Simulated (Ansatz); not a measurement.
The system is BN.

```
N B
1.0
     0.00000    1.81300    1.81300
     1.81300    0.00000    1.81300
     1.81300    1.81300    0.00000
N B
1 1
Direct
  0.25000 0.25000 0.25000
  0.00000 0.00000 0.00000
```

The cell is a database's computed one.

Base run:

```yaml
Program: Ansatz 0.2.0
Functional: HSE06
Potentials_or_basis: all-electron PAW datasets made for the crystal
Cutoff: 580 eV
Density_cutoff: 2320 eV
k_mesh: 10 × 10 × 10
Occupations: fermi-dirac, width 0.05 eV
Spin: no spin polarisation
```

Its results: band gap on the k mesh 5.77 eV, indirect (least direct gap 10.52 eV).

Q: The run is repeated on the same cell with these changes: functional from HSE06 to PBE0. What comes out?

A: Band gap on the k mesh 6.53 eV, indirect (least direct gap 11.28 eV).

A k mesh can miss the band edges.

Not every run made on this cell is shown here.
